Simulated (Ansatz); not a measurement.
## ZrC (Fm-3m), a vibration from a frozen displacement

Theory: DFT PBE, scalar-relativistic, plane waves, PAW in Ansatz. Cutoff 420 eV, Γ-centred 18×18×18 k-points, Gaussian smearing of 0.15 eV. No spin polarisation. Energies are free energies at this smearing, counted from the undisturbed cell; pressure is positive in compression.

Zero of the scan (as given, not relaxed at this level; it stands at 1.2 GPa):

```
CELL_PARAMETERS angstrom
0.00000 2.35021 2.35021
2.35021 0.00000 2.35021
2.35021 2.35021 0.00000
ATOMIC_POSITIONS crystal
Zr 0.50000 0.50000 0.50000
C 0.00000 0.00000 0.00000
```

Every C atom is moved by x along the Cartesian unit vector (0.000, 0.000, -1.000); the cell and all other atoms stay fixed. The cell's volume is 25.96 Å³; the moved atoms weigh 12.011 u together and the others 91.224 u. Some rows repeat others by symmetry and weren't run.

| x (Å) | ΔE (meV/cell) | total force on the moved atoms along the move (eV/Å) | pressure (GPa) |
| --- | --- | --- | --- |
| -0.3000 | 358.40 | 2.8233 | 8.8611 |
| -0.2625 | 262.49 | 2.3011 | 6.9523 |
| -0.2250 | 185.08 | 1.8355 | 5.3452 |
| -0.1875 | 124.18 | 1.4208 | 4.0228 |
| -0.1500 | 77.77 | 1.0649 | 2.9753 |
| -0.1125 | 43.51 | 0.7711 | 2.1822 |
| -0.0750 | 19.48 | 0.5143 | 1.6278 |
| -0.0375 | 4.90 | 0.2610 | 1.3050 |
| 0.0000 | 0.00 | 0.0000 | 1.1986 |
| 0.0375 | 4.90 | -0.2610 | 1.3050 |
| 0.0750 | 19.48 | -0.5143 | 1.6278 |
| 0.1125 | 43.51 | -0.7711 | 2.1822 |
| 0.1500 | 77.77 | -1.0649 | 2.9753 |
| 0.1875 | 124.18 | -1.4208 | 4.0228 |
| 0.2250 | 185.08 | -1.8355 | 5.3452 |
| 0.2625 | 262.49 | -2.3011 | 6.9523 |
| 0.3000 | 358.40 | -2.8233 | 8.8611 |

Task: What frequency belongs to this motion?

Result: The force constant is k = −dF/dx = 6.960 eV/Å², from the parabola through x = -0.0375, 0 and 0.0375. In every cell the moved atoms swing against the rest, so the mass is μ = m₁m₂/(m₁ + m₂) = 10.614 u, and ν̃ = 521.5 cm⁻¹ × √(|k|/μ) = 422 cm⁻¹, at this cell's pressure of 1.2 GPa. To first order in x, and within 1 %, the force on every atom lies along the move and, within each of the two groups, in proportion to the atom's mass, so this is itself a mode at the zone centre of this cell.

Task: How far does the harmonic law reach?

Result: At x = -0.300 Å, kx²/2 = 313.20 meV against the computed 358.40 meV (+14.4 %): the well stiffens in this direction at large amplitude.

Task: The pressure changes with x². What does that say about the frequency under compression?

Result: With E = k(V)x²/2, k ∝ V^(−2γ) and x scaling with the cell as V^(1/3), P − P0 = −∂E/∂V = (2γ − 2/3) ΔE/V. At x = 0.0750 Å, V(P − P0) = 25.96 × 0.42923 / 160.2 eV = 69.55 meV and ΔE = 19.48 meV, so γ = 1/3 + V(P − P0)/(2ΔE) = 2.12. This is the Grüneisen parameter of the motion under uniform scaling of the cell: shrinking the cell evenly by 1 % in volume raises the frequency by about 2.12 %.

In a metal these slopes depend on the k mesh and the smearing.